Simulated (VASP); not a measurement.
An input for Ansatz (written as the equivalent of a VASP run, and not itself run):

Ansatz 0.2 input:
```yaml
crystal:
  lattice:
    - [0.0000000, 3.0700000, 3.0700000]
    - [3.0700000, 0.0000000, 3.0700000]
    - [3.0700000, 3.0700000, 0.0000000]
  atoms:
    - { symbol: Al, position: [0.0000000, 0.0000000, 0.0000000] }
    - { symbol: Sb, position: [0.2500000, 0.2500000, 0.2500000] }
kpoints:
  mp_grid: { grid: [7, 7, 7] }
hamiltonian:
  xc: pbe
  pseudopotentials: { kind: paw }
scf:
  occupations: { method: gaussian, width: 0.05 }
  max_iter: 100
relax:
  max_steps: 60
  f_tol: 0.01
  cell: {}
output: { forces: true, stress: true, eigenvalues: true }
```

### Question
Translate this input to VASP (INCAR, KPOINTS, POSCAR, choice of POTCAR).

### Answer
Several could match; the one computed here: 
### INCAR
```
# general
SYSTEM =AlSb
PREC   =Accurate
ENCUT  =520
LREAL  =.FALSE.
LASPH  =.TRUE.

# electronic loop
EDIFF  =1E-6
NELM   =100
ALGO   =Normal
LMAXMIX=4

# smearing
ISMEAR =0
SIGMA  =0.05

# functional
GGA    =PE

# ions
IBRION =2
NSW    =60
ISIF   =3
EDIFFG =-0.01

# output
LWAVE  =.FALSE.
LCHARG =.FALSE.
```

**KPOINTS**
```
Automatic mesh
0
Gamma
7 7 7
0 0 0
```

POSCAR:
```
AlSb
1.0
  0.0000000000   3.0700000000   3.0700000000
  3.0700000000   0.0000000000   3.0700000000
  3.0700000000   3.0700000000   0.0000000000
Al Sb
1 1
Cart
  0.0000000000   0.0000000000   0.0000000000
  1.5350000000   1.5350000000   1.5350000000
```

POTCAR, in this order: Al Sb (PBE.64 set). Program: vasp_std.

Limits of the translation: each code has its own PAW files, so the cut-off isn't converted (ENCUT is set for VASP's; basis.ecutwfc is left out, and Ansatz then takes the one that its files recommend); Ansatz stops its SCF on the density residual and VASP on the energy change (EDIFF).

The compound is AlSb in the zinc blende structure. This run relaxes it. Symmetry was kept, so distortions that lower it aren't found.
